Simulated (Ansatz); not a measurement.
# WS2: the cost of one run

Method: DFT PBE, scalar-relativistic, plane waves, PAW, in Ansatz 0.2.0.

5 further runs of the same task are left out: 1 that didn't finish, 4 set aside as unsound or not needed.

### 1 The system as given

Symmetry: R3m, No. 160, trigonal system. Conventional cell: a = 3.188 Å, b = 3.188 Å, c = 22.423 Å, α = 90.00°, β = 90.00°, γ = 120.00°. Around W (site symmetry 3m) lie 6 S at 2.42 Å. Around S (site symmetry 3m) lie 3 W at 2.42 Å.

Coordinates:

```
W S
1.0
     1.59387    0.92022    7.47445
    -1.59387    0.92022    7.47445
     0.00000   -1.84045    7.47445
W S
1 2
Direct
  0.00068 0.00068 0.00068
  0.40407 0.40407 0.40407
  0.26395 0.26395 0.26395
```

It goes back to an entry of the Materials Project, which need not be the stable form.

This cell was relaxed beforehand with the same method: volume 21.93 Å³/atom, gap on the mesh 1.64 eV.

The host's static dielectric tensor, from an earlier linear-response run, has a mean of 8.80.

### 2 Host supercell without the defect

Input file input.yaml:

```yaml
crystal:
  lattice:
    - [4.7816210048, -2.7606701743, 0.0]
    - [1.5938736683, -0.9202233914, -7.4744489262]
    - [6.375494673, 5.5213403485, 0.0]
  atoms:
    - { symbol: W, position: [0.0006774492, 0.9979676524, 1.0] }
    - { symbol: W, position: [0.4006774492, 0.9979676524, 0.2] }
    - { symbol: W, position: [0.8006774492, 0.9979676524, 0.4] }
    - { symbol: W, position: [0.2006774492, 0.9979676524, 0.6] }
    - { symbol: W, position: [0.6006774492, 0.9979676524, 0.8] }
    - { symbol: S, position: [0.4040742748, 0.7877771756, 1.0] }
    - { symbol: S, position: [0.8040742748, 0.7877771756, 0.2] }
    - { symbol: S, position: [0.2040742748, 0.7877771756, 0.4] }
    - { symbol: S, position: [0.6040742748, 0.7877771756, 0.6] }
    - { symbol: S, position: [0.0040742748, 0.7877771756, 0.8] }
    - { symbol: S, position: [0.263948276, 0.208155172, 1.0] }
    - { symbol: S, position: [0.663948276, 0.208155172, 0.2] }
    - { symbol: S, position: [0.063948276, 0.208155172, 0.4] }
    - { symbol: S, position: [0.463948276, 0.208155172, 0.6] }
    - { symbol: S, position: [0.863948276, 0.208155172, 0.8] }
basis:
  ecutwfc: 420
  xc_grid: 2
kpoints:
  mp_grid: { grid: [4, 3, 4], shift: [0.0, 0.0, 0.0] }
hamiltonian:
  xc: pbe
scf:
  occupations: { method: gaussian, width: 0.01 }
output:
  forces: true
  stress: true
  eigenvalues: true
  write_density: true
  write_potential: true
  elf: true
  volumetric_format: npy
```

Command:

```console
ansatz run input.yaml --threads 4 --pin off --max-ram 8192MiB --backend cpu --events-out ev --progress --plain --runs-dir out
```

What time and memory should one allow on 4 threads of Arm Neoverse V2, shared host?

About 13 s, with a peak of 0.96 GiB.
